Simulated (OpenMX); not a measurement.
Crystal: Te2Pt (Moncheite).

```
Pt Te
1.0
     4.01000    0.00000    0.00000
    -2.00500    3.47276    0.00000
     0.00000    0.00000    5.20100
Pt Te
1 2
Direct
  0.00000 0.00000 0.00000
  0.66667 0.33333 0.75000
  0.33333 0.66667 0.25000
```

Base run:

* Program: OpenMX 3.8.5
* Functional: PBE
* Potentials or basis: OpenMX 2013 PBE set, Pt7.0-s3p2d2, Te7.0-s3p2d2, grid cutoff 500 Ry
* k mesh: 9 × 9 × 5
* Occupations: fermi-dirac, width 0.05 eV
* Spin: no spin polarisation

Its results: pressure 13.2 GPa; largest force 1.762 eV/Å.

The run is repeated on the same cell with these changes: potentials or basis from OpenMX 2013 PBE set, Pt7.0-s3p2d2, Te7.0-s3p2d2, grid cutoff 500 Ry to OpenMX 2013 PBE set, Pt7.0-s3p2d2f1, Te7.0-s3p2d2f1, grid cutoff 500 Ry. What comes out?

Pressure 11.4 GPa; largest force 1.454 eV/Å.

Caveats: the basis of atomic orbitals isn't converged, which shifts pressures, moduli and gaps; forces of over 1 eV/Å show positions far from the minimum, so gaps and moduli don't describe the material at rest.
